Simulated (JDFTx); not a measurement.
The system is Zn.

```
CELL_PARAMETERS angstrom
2.67000 0.00000 0.00000
-1.33500 2.31229 0.00000
0.00000 0.00000 4.96600
ATOMIC_POSITIONS crystal
Zn 0.66667 0.33333 0.75000
Zn 0.33333 0.66667 0.25000
```

* Program: JDFTx 1.7.0 (patched build)
* Task: relaxation of cell and atoms
* Functional: PBE
* Potentials or basis: SG15-PBE-1.2 with smoothed tails
* Cutoff: 1361 eV
* Density cutoff: 10885 eV
* k mesh: 6 × 6 × 3
* Occupations: fermi-dirac, width 0.05 eV
* Spin: no spin polarisation

At the start: pressure -0.9 GPa; volume 15.33 Å³/atom.

Where does the relaxation end?

Over 6 steps the energy falls by 8.6 meV/atom and the volume is 15.25 Å³/atom (-0.5 %); space group P6_3/mmc (No. 194, to 0.05 Å).

Step by step:
```
step  energy change (eV)  largest force (eV/Å)  pressure (GPa)  volume (Å³)
   1              0.0000                0.0000           -0.85        30.66
   2             -0.0075                0.0000           -0.56        30.55
   3             -0.0167                0.0000            0.58        30.25
   4             -0.0172                0.0000           -0.07        30.52
   5             -0.0172                0.0000            0.01        30.49
   6             -0.0172                0.0000            0.00        30.50
```

Final structure:
```
Zn
1.0
     2.63024    0.00000    0.00000
    -1.31512    2.27786    0.00000
     0.00000    0.00000    5.09040
Zn
2
Direct
  0.66667 0.33333 0.75000
  0.33333 0.66667 0.25000
```

Caveat: the k mesh is coarse (spacing up to 0.45 Å⁻¹), so the values aren't converged.
